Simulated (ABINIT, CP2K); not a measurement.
Given: the input of a run of ABINIT 10.8.3 (patched build) on Ge. Atoms were shifted at random by some hundredths of an Å from the given cell, which wasn't relaxed again for these runs. This isn't the form of Ge at room conditions, which is diamond.

The input run.abi:

```
# Pseudopotentials
pp_dirpath "./"
pseudos "Ge.GGA_PBE-JTH.xml"

# Structure
acell 3*1.0 Angstrom
rprim
     4.0904100000     0.0000000000     0.0000000000
    -2.0452000000     3.5424000000     0.0000000000
     0.0000000000     0.0000000000     3.3265800000
ntypat 1
znucl 32
natom 2
typat 1 1
xred
     0.6508290000     0.3251790000     0.1454320000
     0.3347300000     0.6778840000     0.8664140000
chkprim 0
chksymtnons 0
tolsym 1.0e-6

# Plane-wave basis
ecut 22.0
pawecutdg 44.0
pawxcdev 0

# k points
kptopt 1
ngkpt 8 8 8
nshiftk 1
shiftk 0.0 0.0 0.0

# Exchange and correlation
ixc 11

# Bands and occupations
nband 18
occopt 3
tsmear 0.05 eV

# SCF cycle
nstep 100
tolvrs 1.0e-9

# Output
iomode 3
prtwf 0
prtden 0
prteig 0
prtebands 0
enunit 2
```

Potentials or basis: JTH PAW PBE v2.0.

Run with:

```bash
$ abinit run.abi > log 2>&1
```

Q: What does the same run look like in CP2K 2026.2? Potentials or basis there: POTENTIAL_UZH Ge GTH-PBE-q4; TZVP-MOLOPT-PBE-GTH basis.

A: As run (cutoffs and basis follow the program's own potentials, and thresholds, step limits or extra output files can differ):

File ge_scf.inp:

```
&GLOBAL
  PROJECT ge_scf
  RUN_TYPE ENERGY_FORCE
  PRINT_LEVEL LOW
&END GLOBAL
&FORCE_EVAL
  METHOD QS
  STRESS_TENSOR ANALYTICAL
  &DFT
    BASIS_SET_FILE_NAME BASIS_MOLOPT_UZH
    POTENTIAL_FILE_NAME POTENTIAL_UZH
    &MGRID
      CUTOFF 450
      REL_CUTOFF 60
      NGRIDS 5
    &END MGRID
    &QS
      METHOD GPW
      EPS_DEFAULT 1.0E-10
    &END QS
    &KPOINTS
      SCHEME MONKHORST-PACK 8 8 8
      GAMMA_CENTERED T
      SYMMETRY T
      SYMMETRY_BACKEND SPGLIB
    &END KPOINTS
    &SCF
      SCF_GUESS ATOMIC
      EPS_SCF 1.0E-6
      MAX_SCF 100
      ADDED_MOS 10
      CHOLESKY OFF
      EPS_EIGVAL 1.0E-7
      &DIAGONALIZATION ON
        ALGORITHM STANDARD
      &END DIAGONALIZATION
      &MIXING ON
        METHOD BROYDEN_MIXING
        ALPHA 0.4
        BETA 1.5
        NBUFFER 8
      &END MIXING
      &SMEAR ON
        METHOD FERMI_DIRAC
        ELECTRONIC_TEMPERATURE 580.23
      &END SMEAR
    &END SCF
    &XC
      &XC_FUNCTIONAL
        &GGA_X_PBE
        &END GGA_X_PBE
        &GGA_C_PBE
        &END GGA_C_PBE
      &END XC_FUNCTIONAL
    &END XC
    &PRINT
      &KPOINTS ON
      &END KPOINTS
      &MULLIKEN ON
      &END MULLIKEN
      &MO ON
        ENERGIES T
        OCCUPATION_NUMBERS T
        &EACH
          QS_SCF 0
        &END EACH
        ADD_LAST NUMERIC
      &END MO
      &LOWDIN ON
      &END LOWDIN
      &HIRSHFELD ON
        SHAPE_FUNCTION DENSITY
      &END HIRSHFELD
      &E_DENSITY_CUBE ON
        STRIDE 1
      &END E_DENSITY_CUBE
      &V_HARTREE_CUBE ON
        STRIDE 1
      &END V_HARTREE_CUBE
      &ELF_CUBE ON
        STRIDE 1
      &END ELF_CUBE
    &END PRINT
  &END DFT
  &SUBSYS
    &CELL
      A 4.0904100000 0.0000000000 0.0000000000
      B -2.0452000000 3.5424000000 0.0000000000
      C 0.0000000000 0.0000000000 3.3265800000
      PERIODIC XYZ
    &END CELL
    &COORD
      SCALED
      Ge  0.6508290000 0.3251790000 0.1454320000
      Ge  0.3347300000 0.6778840000 0.8664140000
    &END COORD
    &KIND Ge
      BASIS_SET TZVP-MOLOPT-PBE-GTH-q4
      POTENTIAL GTH-PBE-q4
    &END KIND
    &PRINT
      &ATOMIC_COORDINATES ON
      &END ATOMIC_COORDINATES
      &CELL ON
      &END CELL
    &END PRINT
  &END SUBSYS
  &PRINT
    &FORCES ON
    &END FORCES
    &STRESS_TENSOR ON
    &END STRESS_TENSOR
  &END PRINT
&END FORCE_EVAL
```

Potentials or basis: POTENTIAL_UZH Ge GTH-PBE-q4; TZVP-MOLOPT-PBE-GTH basis.

Launch:

```console
$ OMP_NUM_THREADS=1 cp2k.psmp -i ge_scf.inp -o ge_scf.out
```

Both were run:

|  | ABINIT | CP2K |
| --- | --- | --- |
| Pressure | -1.8 GPa | -1.0 GPa |
| Largest force | 0.535 eV/Å | 0.542 eV/Å |
| Energy over the undisturbed cell | 9.8 meV/atom | 9.9 meV/atom |

The potentials hold 28 and 8 valence electrons a cell.

Pressure is positive in compression.
